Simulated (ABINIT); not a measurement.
The system is WC (Qusongite).

```
CELL_PARAMETERS angstrom
2.90650 0.00000 0.00000
-1.45325 2.51710 0.00000
0.00000 0.00000 2.83660
ATOMIC_POSITIONS crystal
W 0.00000 0.00000 0.00000
C 0.66667 0.33333 0.50000
```

Base run:

```yaml
Program: ABINIT 10.8.3 (patched build)
Functional: PBEsol
Potentials_or_basis: JTH PAW PBE v2.0
Cutoff: 517 eV
k_mesh: 10 × 10 × 9
Occupations: fermi-dirac, width 0.05 eV
Spin: spin-orbit coupling, no magnetisation
```

Its results: band gap on the k mesh none (metal or under the smearing width); pressure -1.8 GPa.

The run is repeated on the same cell with these changes: functional from PBEsol to PBE. What comes out?

Band gap on the k mesh none (metal or under the smearing width); pressure 6.9 GPa.

PBE binds less tightly than PBEsol, so the same cell stands under more pressure.

Caveats: the PAW data sets were made with another functional, which shifts forces and pressure a little (some runs).
